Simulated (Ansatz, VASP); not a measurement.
One calculation of Pb, two programs

```
CELL_PARAMETERS angstrom
0.00000 2.44157 2.44157
2.44157 0.00000 2.44157
2.44157 2.44157 0.00000
ATOMIC_POSITIONS crystal
Pb 0.00000 0.00000 0.00000
```

Change from the starting cell: volume scaled by 0.96.

Alike in both runs: task single point; functional PBE; k mesh 9 × 9 × 9; occupations fermi-dirac, width 0.05 eV; no spin polarisation.

|  | VASP | Ansatz |
| --- | --- | --- |
| version | VASP 6.6.1 | Ansatz 0.2.0 |
| potentials or method | VASP PAW PBE potentials, release 64 (Pb_d), cutoff 520 eV | all-electron LAPW, scalar-relativistic |

Ansatz gave:

```
gap on the k mesh at the Fermi level (eV) : none
pressure (GPa)                            : 4.6
```

Q: What did VASP give for the same quantities?

A: gap on the k mesh at the Fermi level (eV): none; pressure (GPa): 4.5.

A gap of «none» marks a metal or a gap that the smearing closes. Ansatz ran all-electron here, so the differences hold the error of VASP's frozen core and of both bases.

The runs have no spin-orbit coupling, so splittings on Pb are missing.
